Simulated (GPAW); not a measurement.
# ZnSe (Stilleite) (F-43m) in GPAW: settings compared

The runs below take ZnSe (Stilleite) through band structure, equation of state, with PBE, rSCAN, vdW-DF, C09-vdW, M06-L.

Program: GPAW 26.7.0. These are calculated values, not measurements. Logs are shortened: lines on timing, memory, paths and dates and some standing lists are left out, and cuts for length are marked. The log counts tension as positive stress, the text compression.

**Experimental background.**

From “Alloy Disordering Effects on the Thermal Conductivity and Energy Gap Temperature Dependence of Cd1−xZnxSe Ternary Crystals Grown by the Bridgman Method”, 2023, pmc:10253836, for a bulk crystal of ZnSe at 300 K: band gap 2.695 ± 0.003 eV (an exciton energy, a little under the gap).

How close the calculation comes is told below.

## Step 1: Starting point

The structure is cubic, space group F-43m (No. 216). Conventional cell: a = 5.668 Å, b = 5.668 Å, c = 5.668 Å, α = 90.00°, β = 90.00°, γ = 90.00°. Around Se (site symmetry -43m) lie 4 Zn at 2.45 Å. Around Zn (site symmetry -43m) lie 4 Se at 2.45 Å.

## Step 2: Band structure, PBE

run.py

```python
import spglib
from ase import Atoms
from ase.dft.bandgap import bandgap
from ase.io import read, write
from gpaw import GPAW

atoms = read('ZnSe.cif')
cell, positions, numbers = spglib.find_primitive(
    (atoms.cell[:], atoms.get_scaled_positions(), atoms.numbers), symprec=1e-4)
atoms = Atoms(numbers, cell=cell, scaled_positions=positions, pbc=True)

calc = GPAW(mode='lcao',
            h=0.2,
            basis='dz(dzp)',
            xc='PBE',
            kpts={'size': (7, 7, 7), 'gamma': True},
            occupations={'name': 'fermi-dirac', 'width': 0.05},
            convergence={'density': 1e-05, 'energy': 1e-05},
            maxiter=150,
            txt='gpaw.txt')
atoms.calc = calc
energy = atoms.get_potential_energy()
forces = atoms.get_forces()
calc.write('gs.gpw')
write('result.traj', atoms)
print(f'Energy: {energy:.6f} eV')
print('Forces (eV/A):')
print(forces.round(4))
print('Fermi level:', round(calc.get_fermi_level(), 4), 'eV')
print(f'Gap: {bandgap(calc)[0]:.4f} eV, direct: {bandgap(calc, direct=True)[0]:.4f} eV')

path = atoms.cell.bandpath('GXWKGLUWLK,UX', npoints=100, eps=1e-4)
bs_calc = calc.fixed_density(kpts=path, symmetry='off', txt='bands.txt')
bs = bs_calc.band_structure()
bs.write('bs.json')
print(f'Gap on the path: {bandgap(bs_calc)[0]:.4f} eV')
```

ZnSe.cif

```cif
data_ZnSe
_cell_length_a 5.66760000
_cell_length_b 5.66760000
_cell_length_c 5.66760000
_cell_angle_alpha 90.00000000
_cell_angle_beta 90.00000000
_cell_angle_gamma 90.00000000
_space_group_name_H-M_alt 'F-43m'
_space_group_name_Hall 'F -4 2 3'
_space_group_IT_number 216
loop_
_space_group_symop_operation_xyz
'x,y,z'
'y,-x,-z'
'-x,-y,z'
'-y,x,-z'
'x,-y,-z'
'y,x,z'
'-x,y,-z'
'-y,-x,z'
'z,x,y'
'-z,y,-x'
'z,-x,-y'
'-z,-y,x'
'-z,x,-y'
'z,y,x'
'-z,-x,y'
'z,-y,-x'
'y,z,x'
'-x,-z,y'
'-y,z,-x'
'x,-z,-y'
'-y,-z,x'
'x,z,y'
'y,-z,-x'
'-x,z,-y'
'x,y+1/2,z+1/2'
'y,-x+1/2,-z+1/2'
'-x,-y+1/2,z+1/2'
'-y,x+1/2,-z+1/2'
'x,-y+1/2,-z+1/2'
'y,x+1/2,z+1/2'
'-x,y+1/2,-z+1/2'
'-y,-x+1/2,z+1/2'
'z,x+1/2,y+1/2'
'-z,y+1/2,-x+1/2'
'z,-x+1/2,-y+1/2'
'-z,-y+1/2,x+1/2'
'-z,x+1/2,-y+1/2'
'z,y+1/2,x+1/2'
'-z,-x+1/2,y+1/2'
'z,-y+1/2,-x+1/2'
'y,z+1/2,x+1/2'
'-x,-z+1/2,y+1/2'
'-y,z+1/2,-x+1/2'
'x,-z+1/2,-y+1/2'
'-y,-z+1/2,x+1/2'
'x,z+1/2,y+1/2'
'y,-z+1/2,-x+1/2'
'-x,z+1/2,-y+1/2'
'x+1/2,y,z+1/2'
'y+1/2,-x,-z+1/2'
'-x+1/2,-y,z+1/2'
'-y+1/2,x,-z+1/2'
'x+1/2,-y,-z+1/2'
'y+1/2,x,z+1/2'
'-x+1/2,y,-z+1/2'
'-y+1/2,-x,z+1/2'
'z+1/2,x,y+1/2'
'-z+1/2,y,-x+1/2'
'z+1/2,-x,-y+1/2'
'-z+1/2,-y,x+1/2'
'-z+1/2,x,-y+1/2'
'z+1/2,y,x+1/2'
'-z+1/2,-x,y+1/2'
'z+1/2,-y,-x+1/2'
'y+1/2,z,x+1/2'
'-x+1/2,-z,y+1/2'
'-y+1/2,z,-x+1/2'
'x+1/2,-z,-y+1/2'
'-y+1/2,-z,x+1/2'
'x+1/2,z,y+1/2'
'y+1/2,-z,-x+1/2'
'-x+1/2,z,-y+1/2'
'x+1/2,y+1/2,z'
'y+1/2,-x+1/2,-z'
'-x+1/2,-y+1/2,z'
'-y+1/2,x+1/2,-z'
'x+1/2,-y+1/2,-z'
'y+1/2,x+1/2,z'
'-x+1/2,y+1/2,-z'
'-y+1/2,-x+1/2,z'
'z+1/2,x+1/2,y'
'-z+1/2,y+1/2,-x'
'z+1/2,-x+1/2,-y'
'-z+1/2,-y+1/2,x'
'-z+1/2,x+1/2,-y'
'z+1/2,y+1/2,x'
'-z+1/2,-x+1/2,y'
'z+1/2,-y+1/2,-x'
'y+1/2,z+1/2,x'
'-x+1/2,-z+1/2,y'
'-y+1/2,z+1/2,-x'
'x+1/2,-z+1/2,-y'
'-y+1/2,-z+1/2,x'
'x+1/2,z+1/2,y'
'y+1/2,-z+1/2,-x'
'-x+1/2,z+1/2,-y'
loop_
_atom_site_label
_atom_site_type_symbol
_atom_site_symmetry_multiplicity
_atom_site_Wyckoff_symbol
_atom_site_fract_x
_atom_site_fract_y
_atom_site_fract_z
_atom_site_occupancy
Se1 Se 4 c 0.2500000000 0.2500000000 0.2500000000 1
Zn1 Zn 4 a 0.0000000000 0.0000000000 0.0000000000 1
```

Potentials or basis: GPAW PAW data sets (gpaw-data 1.2.1), lcao:dz(dzp).

Command:

```console
$ OMP_NUM_THREADS=1 python run.py
```

gpaw.txt:

```text
__  _  _
 | _ |_)|_||  |
 |__||  | ||/\| - 26.7.0

Input parameters:
  mode=LCAO(),
  basis={'default': 'dz(dzp)'},
  convergence={'density': 1e-05, 'energy': 1e-05},
  h=0.2,
  kpts=MonkhorstPack(size=(7, 7, 7), gamma=True),
  maxiter=150,
  occupations=Occupations(name='fermi-dirac', width=0.05),
  xc=XC(name='PBE')

           Se

       Zn

Atoms  # Å, Bohr magnetons
|   | symbol |        x |        y |        z |    initial magnetic moments |
|---|--------|----------|----------|----------|-----------------------------|
| 0 |     Se | 1.416900 | 1.416900 | 1.416900 | ( 0.0000,  0.0000,  0.0000) |
| 1 |     Zn | 0.000000 | 0.000000 | 0.000000 | ( 0.0000,  0.0000,  0.0000) |

Unit cell  # Å
| periodic |        x |        y |        z |  lengths |    angles |
|----------|----------|----------|----------|----------|-----------|
|      yes | 0.000000 | 2.833800 | 2.833800 | 4.007598 | 60.000000 |
|      yes | 2.833800 | 0.000000 | 2.833800 | 4.007598 | 60.000000 |
|      yes | 2.833800 | 2.833800 | 0.000000 | 4.007598 | 60.000000 |

Number of symmetries: 24
Symmetry operations  # r_c * U_cc + t_c -> r_c
|    | kind |            matrix            |
|----|------|------------------------------|
|  0 |  E   |  1, 0, 0,  0, 1, 0,  0, 0, 1 |
|  1 |  σ   |  1, 0, 0,  0, 0, 1,  0, 1, 0 |
|  2 |  σ   |  1, 0,-1,  0, 1,-1,  0, 0,-1 |
|  3 |  C3  |  1, 0,-1,  0, 0,-1,  0, 1,-1 |
|  4 |  C3  |  1,-1, 0,  0,-1, 1,  0,-1, 0 |
|  5 |  σ   |  1,-1, 0,  0,-1, 0,  0,-1, 1 |
|  6 |  σ   |  0, 1, 0,  1, 0, 0,  0, 0, 1 |
|  7 |  C3  |  0, 1, 0,  0, 0, 1,  1, 0, 0 |
|  8 |  C2  |  0, 1,-1,  1, 0,-1,  0, 0,-1 |
|  9 |  S4  |  0, 1,-1,  0, 0,-1,  1, 0,-1 |
| 10 |  C3  |  0, 0, 1,  1, 0, 0,  0, 1, 0 |
| 11 |  σ   |  0, 0, 1,  0, 1, 0,  1, 0, 0 |
| 12 |  S4  |  0, 0,-1,  1, 0,-1,  0, 1,-1 |
| 13 |  C3  |  0, 0,-1,  0, 1,-1,  1, 0,-1 |
| 14 |  S4  |  0,-1, 1,  1,-1, 0,  0,-1, 0 |
| 15 |  C2  |  0,-1, 1,  0,-1, 0,  1,-1, 0 |
| 16 |  C3  |  0,-1, 0,  1,-1, 0,  0,-1, 1 |
| 17 |  S4  |  0,-1, 0,  0,-1, 1,  1,-1, 0 |
| 18 |  S4  | -1, 1, 0, -1, 0, 1, -1, 0, 0 |
| 19 |  C3  | -1, 1, 0, -1, 0, 0, -1, 0, 1 |
| 20 |  C3  | -1, 0, 1, -1, 1, 0, -1, 0, 0 |
| 21 |  S4  | -1, 0, 1, -1, 0, 0, -1, 1, 0 |
| 22 |  σ   | -1, 0, 0, -1, 1, 0, -1, 0, 1 |
| 23 |  C2  | -1, 0, 0, -1, 0, 1, -1, 1, 0 |

BZ-sampling:
  Number of BZ points: 343
  Number of IBZ points: 20

  Monkhorst-Pack size: [7, 7, 7]
  Monkhorst-Pack shift: [0, 0, 0]

K-points  # in reciprocal-cell coordinates
|     |                                coordinates |     weight |
|-----|--------------------------------------------|------------|
|   0 | (  0.00000000,   0.00000000,   0.00000000) | 0.00291545 |
|   1 | (  0.14285714,   0.14285714,   0.00000000) | 0.01749271 |
|   2 | (  0.14285714,   0.14285714,   0.14285714) | 0.02332362 |
|   3 | (  0.28571429,   0.14285714,   0.14285714) | 0.03498542 |
|   4 | (  0.28571429,   0.28571429,   0.00000000) | 0.01749271 |
|   5 | (  0.28571429,   0.28571429,   0.14285714) | 0.06997085 |
|   6 | (  0.28571429,   0.28571429,   0.28571429) | 0.02332362 |
|   7 | (  0.42857143,  -0.28571429,  -0.28571429) | 0.03498542 |
|   8 | (  0.42857143,   0.28571429,  -0.42857143) | 0.13994169 |
|   9 | (  0.42857143,   0.28571429,  -0.28571429) | 0.06997085 |
| ... |                                            |            |
|  19 | (  0.42857143,   0.42857143,   0.42857143) | 0.02332362 |

basis functions: 26
Spin-components: 1 (collinear spins)
Bands:           13
Projectors:      11
Spin-degeneracy: 2
Datatype:        <class 'complex'>

Parallelization:
  kpt:    1
  domain: 1
  band:   1

Density:
  Valence electrons: 18.0
  Components: 1
  Grid points: [16 16 16]
  Charge: 0.0  # |e|

Potential:
  Grid points: [16 16 16]

species:
  Se:
    name:    Selenium
    Z:       34.0
    valence: 6
    core:    28
    charge:  0.0  # [|e|]
    compensation charges:
      type: gauss
      rc: 0.27  # [Å]
      lmax: 2
    cutoffs:
      filter: 1.77  # [Å]
      core: 2.67  # [Å]
    projectors
    | kind |    occ | energy [eV] | rcut [Å] |
[... 128 lines left out ...]

BZ-sampling:
  Number of BZ points: 343
  Number of IBZ points: 20

  Monkhorst-Pack size: [7, 7, 7]
  Monkhorst-Pack shift: [0, 0, 0]

K-points  # in reciprocal-cell coordinates
|     |                                coordinates |     weight |
|-----|--------------------------------------------|------------|
|   0 | (  0.00000000,   0.00000000,   0.00000000) | 0.00291545 |
|   1 | (  0.14285714,   0.14285714,   0.00000000) | 0.01749271 |
|   2 | (  0.14285714,   0.14285714,   0.14285714) | 0.02332362 |
|   3 | (  0.28571429,   0.14285714,   0.14285714) | 0.03498542 |
|   4 | (  0.28571429,   0.28571429,   0.00000000) | 0.01749271 |
|   5 | (  0.28571429,   0.28571429,   0.14285714) | 0.06997085 |
|   6 | (  0.28571429,   0.28571429,   0.28571429) | 0.02332362 |
|   7 | (  0.42857143,  -0.28571429,  -0.28571429) | 0.03498542 |
|   8 | (  0.42857143,   0.28571429,  -0.42857143) | 0.13994169 |
|   9 | (  0.42857143,   0.28571429,  -0.28571429) | 0.06997085 |
| ... |                                            |            |
|  19 | (  0.42857143,   0.42857143,   0.42857143) | 0.02332362 |

basis functions: 26
Spin-components: 1 (collinear spins)
Bands:           13
Projectors:      11
Spin-degeneracy: 2
Datatype:        <class 'complex'>

Parallelization:
  kpt:    1
  domain: 1
  band:   1

Density:
  Valence electrons: 18.0
  Components: 1
  Grid points: [16 16 16]
  Charge: 0.0  # |e|

Potential:
  Grid points: [16 16 16]

species:
  Se:
    name:    Selenium
    Z:       34.0
    valence: 6
    core:    28
    charge:  0.0  # [|e|]
    compensation charges:
      type: gauss
      rc: 0.27  # [Å]
      lmax: 2
    cutoffs:
      filter: 1.77  # [Å]
      core: 2.67  # [Å]
    projectors
    | kind |    occ | energy [eV] | rcut [Å] |
    |------|--------|-------------|----------|
    |   4s |  2.000 |     -17.277 |    0.847 |
    |   4p |  4.000 |      -6.512 |    1.005 |
    |    s |        |       9.935 |    0.847 |
    |    p |        |      20.699 |    1.005 |
    |    d |        |       0.000 |    0.847 |

    LCAO basis set for Se:
      Name: dz(dzp)
      File: <dir>
      Number of radial functions: 4
      Number of spherical harmonics: 8
        l=0, rc=5.7344 Bohr: 4s-sz confined orbital
        l=1, rc=7.2656 Bohr: 4p-sz confined orbital
        l=0, rc=3.1875 Bohr: 4s-dz split-valence wave
        l=1, rc=4.2188 Bohr: 4p-dz split-valence wave
      Number of RI-basis functions 0

  Zn:
    name:    Zinc
    Z:       30.0
    valence: 12
    core:    18
    charge:  0.0  # [|e|]
    compensation charges:
      type: gauss
      rc: 0.37  # [Å]
      lmax: 2
    cutoffs:
      filter: 2.14  # [Å]
      core: 2.28  # [Å]
    projectors
    | kind |    occ | energy [eV] | rcut [Å] |
    |------|--------|-------------|----------|
    |   4s |  2.000 |      -5.977 |    1.286 |
    |   4p |  0.000 |      -1.117 |    1.270 |
    |   3d | 10.000 |     -10.142 |    1.180 |
    |    s |        |      21.234 |    1.286 |
    |    p |        |      26.095 |    1.270 |
    |    d |        |      17.070 |    1.180 |

    LCAO basis set for Zn:
      Name: dz(dzp)
      File: <dir>
      Number of radial functions: 6
      Number of spherical harmonics: 18
        l=0, rc=8.1562 Bohr: 4s-sz confined orbital
        l=1, rc=12.4062 Bohr: 4p-sz confined orbital
        l=2, rc=4.3594 Bohr: 3d-sz confined orbital
        l=0, rc=4.7188 Bohr: 4s-dz split-valence wave
        l=1, rc=7.4844 Bohr: 4p-dz split-valence wave
        l=2, rc=2.8125 Bohr: 3d-dz split-valence wave
      Number of RI-basis functions 0

Reference energy: -114964.858784  # eV

eigensolver:
  <gpaw.new.lcao.eigensolver.LCAOEigensolver object>
density mixing:
  MSR1-Mixer
  Pratt-step length: 0.05
  Maximum mixing coefficient: 0.75
  Old densities: 10
  SVD Regularization: 0.005
  Good broyden scale: 1.0
  Trust region scale: 1.0
  Backstep threshold: 4.0
  History deletion threshold: 6.0
  Fourier metric: weight=20.0, sigma=0.015

occupation numbers:
  Fermi-Dirac:
    width: 0.0500  # eV

FastPoissonSolver using
    Stencil: 12*3+1=37 point O(h^6) finite-difference Laplacian
    FFT axes: [np.int64(0), np.int64(1), np.int64(2)]
    FST axes: []

xc functional:
  name: PBE with 2 nearest neighbor stencil
interpolation: tri-quintic # 5. degree polynomial

convergence criteria:
[... 6 lines left out ...]
|iter     | |      energy | eigst |  dens |
|---------|-|-------------|-------|-------|
|iter:   1| |   -5.295653 |      c|       |
|iter:   2| |   -5.277087 |      c| -1.44 |
|iter:   3| |   -5.230233 |      c| -1.47 |
|iter:   4| |   -5.231192 |      c| -2.02 |
|iter:   5| |   -5.231033 |      c| -2.81 |
|iter:   6| |   -5.231032c|      c| -3.54 |
|iter:   7| |   -5.231031c|      c| -4.60 |
|iter:   8| |   -5.231031c|      c| -5.51c|

Converged in 8 steps
Energy contributions relative to reference atoms: (reference = -114964.858784)

Energy contributions:
  Kinetic:          14.832274
  Coulomb:         -12.045836
  Zero:              0.177529
  External:          0.000000
  Xc:               -8.194998
  Entropy:          -0.000000
  Spinorbit:         0.000000
  ----------------------------
  Free energy:      -5.231031
  Extrapolated:     -5.231031

dipole moment: (-14.470775, -14.470775, -14.470775)  # |e|*Ang

Fermi level: 4.589
Eigenvalues  # (at kpt = [0.000, 0.000, 0.000])
| band index |      eig [eV] | occ [0-2] |
|------------|---------------|-----------|
|          0 |        -9.389 |     2.000 |
|          1 |        -2.475 |     2.000 |
|          2 |        -2.475 |     2.000 |
|          3 |        -2.475 |     2.000 |
|          4 |        -2.006 |     2.000 |
|          5 |        -2.006 |     2.000 |
|          6 |         3.889 |     2.000 |
|          7 |         3.894 |     2.000 |
|          8 |         3.894 |     2.000 |
|          9 |         5.224 |     0.000 |
|         10 |        10.292 |     0.000 |
|         11 |        10.293 |     0.000 |
|         12 |        10.293 |     0.000 |

Gap: 1.330 eV
Transition (v -> c):
  (s=0, k=0, n=8, [0.00, 0.00, 0.00]) -> (s=0, k=0, n=9, [0.00, 0.00, 0.00])
No difference between direct/indirect transitions

Forces  # eV/Ang
|        x |        y |        z |
|----------|----------|----------|
| -0.00000 |  0.00000 |  0.00000 |  # Se   0
| -0.00000 | -0.00000 | -0.00000 |  # Zn   1

# Writing to gs.gpw (mode='')
```

It took 17 s on 1 thread of Arm Neoverse V2, shared host; peak memory 0.18 GiB.

The run converged, but some of its settings lie outside the range that counts as converged, so its numbers aren't taken as properties of the crystal.

Results:

```
Free energy             : -5.2310 eV
Band gap on the k mesh  : 1.33 eV, direct
Band gap along the path : 1.33 eV, direct
```

Caveat: the real-space grid adds noise to forces; the basis of atomic orbitals isn't converged, which shifts pressures, moduli and gaps.

(Continued in part 2 of 3.)
